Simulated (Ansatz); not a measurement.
Is this CoO result the lowest state?

CoO is taken as a test cell of our own (not relaxed), 2 atoms in the cell.

Method: DFT, PBE+U, norm-conserving potentials, plane waves, scalar-relativistic in Ansatz.

```yaml
crystal:
  lattice:
    - [0, 2.13, 2.13]
    - [2.13, 0, 2.13]
    - [2.13, 2.13, 0]
  atoms:
    - { symbol: Co, position: [0, 0, 0], spin: 3 }
    - { symbol: O, position: [0.493762, 0.535625, 0.512084] }
kpoints:
  mp_grid: { kspacing: 0.3, shift: [0, 0, 0] }
hamiltonian:
  xc: pbe
  dispersion: none
  hubbard:
    occupation_matrices:
      s0up:
        matrix:
          - [0.996652205905, 3.1310217e-05, 3.1310217e-05, 0.0, 6.2620434e-05]
          - [3.1310217e-05, 0.998796614468, 0.00034314187, 5.4230887e-05, -0.00034314187]
          - [3.1310217e-05, 0.00034314187, 0.998796614468, -5.4230887e-05, -0.00034314187]
          - [0.0, 5.4230887e-05, -5.4230887e-05, 0.996652205905, 0.0]
          - [6.2620434e-05, -0.00034314187, -0.00034314187, 0.0, 0.998796614468]
      s0down:
        matrix:
          - [0.159709214843, -0.06874883781, -0.06874883781, 0.0, -0.13749767562]
          - [-0.06874883781, 0.653554202714, -0.303287934973, -0.119076480048, 0.303287934973]
          - [-0.06874883781, -0.303287934973, 0.653554202714, 0.119076480048, 0.303287934973]
          - [0.0, -0.119076480048, 0.119076480048, 0.159709214843, 0.0]
          - [-0.13749767562, 0.303287934973, 0.303287934973, 0.0, 0.653554202714]
    sites:
      - { site: 0, l: d, shell: 3, u_eff: 4, starting_ns: [{ spin: up, occupation_matrix: s0up }, { spin: down, occupation_matrix: s0down }] }
    ns_hold: until_converged
  pseudopotentials: { kind: nc }
magnetization:
  spin_polarized: true
scf:
  occupations: { method: fermi_dirac, width: 0.1 }
```

Settings in force: cutoff 1306 eV, smearing width 0.1 eV; occupation matrices typed (Co1 up full, Co1 down 2.28 in mixed orbitals), occupations held until converged, default search for lower states.

The run converged after 22 iterations in all: spin-polarised, site moments Co1 2.57, O2 0.22 μB, total 3.00 μB per cell.

A static U favours moments and orbital order; the result depends on U and need not be the measured state. With one magnetic atom in the cell its copies can only be parallel; orders in a larger cell may lie lower.

Site moments are taken inside atomic spheres and don't add up to the total.

Eigenvalues of the Hubbard occupation matrices: Co1 up 1.00 1.00 1.00 1.00 1.00, down 0.05 0.13 0.13 0.99 0.99.

Question: Has the SCF ended in the lowest solution? If not, by how much is it too high?

Answer: None of the other runs went lower. It is the lowest of 2 states reached by 3 converged runs, and the next lies 1.3 meV/atom higher (spin-polarised, site moments Co1 2.57, O2 0.22 μB, total 3.00 μB per cell (the moments match the lowest state's, so the two differ in another way, such as which orbitals are filled)). That doesn't prove a ground state. States within about 5 meV/atom are too close for this mesh, smearing and search to settle their order. Orders that need a larger cell or non-collinear spins weren't tried. No run without spin polarisation was made.
